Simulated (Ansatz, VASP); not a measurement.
**Two plane-wave programs on Au**

```
CELL_PARAMETERS angstrom
0.00000 2.07826 2.07826
2.07826 0.00000 2.07826
2.07826 2.07826 0.00000
ATOMIC_POSITIONS crystal
Au 0.00000 0.00000 0.00000
```

Alike in both runs: task single point; functional PBE; k mesh 13 × 13 × 13; occupations methfessel-paxton of order 1, width 0.2 eV; no spin polarisation.

|  | VASP | Ansatz |
| --- | --- | --- |
| version | VASP 6.6.1 | Ansatz 0.2.0 |
| potentials or method | VASP PAW PBE potentials, release 64 (Au) | plane waves (420 eV) with PAW, scalar-relativistic |
| plane-wave cutoff (eV) | 520 | 420 |
| valence electrons in the cell | 11 | 19 |

VASP gave:

* pressure (GPa): -0.4

What did Ansatz give for the same quantities?

Pressure (GPa): -0.2.

The two sets of potentials don't hold the same shells in valence.

The runs have no spin-orbit coupling, so splittings on Au are missing.
